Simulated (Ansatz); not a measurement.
One crystal and one scan (energy over volume and axial ratio) at two levels, PBE (plane waves to 420 eV, PAW, scalar-relativistic; Ansatz, a program for electronic structure) and PBEsol (plane waves to 420 eV, PAW, scalar-relativistic; Ansatz), each from its own relaxed cell and on its own mesh. The cell shown is that of PBE.

CsPbI₃ (cubic perovskite)

```yaml
crystal:
  lattice:
    - [6.39047, 0.00000, 0.00000]
    - [0.00000, 6.39047, 0.00000]
    - [0.00000, 0.00000, 6.39047]
  atoms:
    - { symbol: Cs, position: [0.00000, 0.00000, 0.00000] }
    - { symbol: Pb, position: [0.50000, 0.50000, 0.50000] }
    - { symbol: I, position: [0.00000, 0.50000, 0.50000] }
    - { symbol: I, position: [0.50000, 0.50000, 0.00000] }
    - { symbol: I, position: [0.50000, 0.00000, 0.50000] }
```

The relaxed cell is deformed in two ways at once: its volume V is scaled, and at that volume it is stretched along z (the c axis of the conventional cell) so that c/a changes. Fractional atomic positions are held.

Energies are smeared free energies. CsPbI3 was relaxed with its symmetry unable to fall. Spin-orbit coupling is left out, though I and Pb are heavy. This is a high-temperature form of CsPbI3. Percentages come from the unrounded values.

Results of PBE:

* **Lattice constant a (Å)**: 6.390
* **Shear modulus C′ = (C11 − C12)/2 (fit, atoms clamped) (GPa)**: 14.7

Problem. What does PBEsol give for the same quantities?

Solution. 
| quantity | PBEsol | PBE − PBEsol |
|---|---|---|
| Lattice constant a (Å) | 6.247 | +0.143 (+2.3 %) |
| Shear modulus C′ = (C11 − C12)/2 (fit, atoms clamped) (GPa) | 19.3 | -4.6 (-24 %) |

PBE gives the higher value for: lattice constant a. PBE gives the lower value for: shear modulus C′.

(Under strain, the slope of the energy per volume gives the stress and its curvature an elastic modulus.)
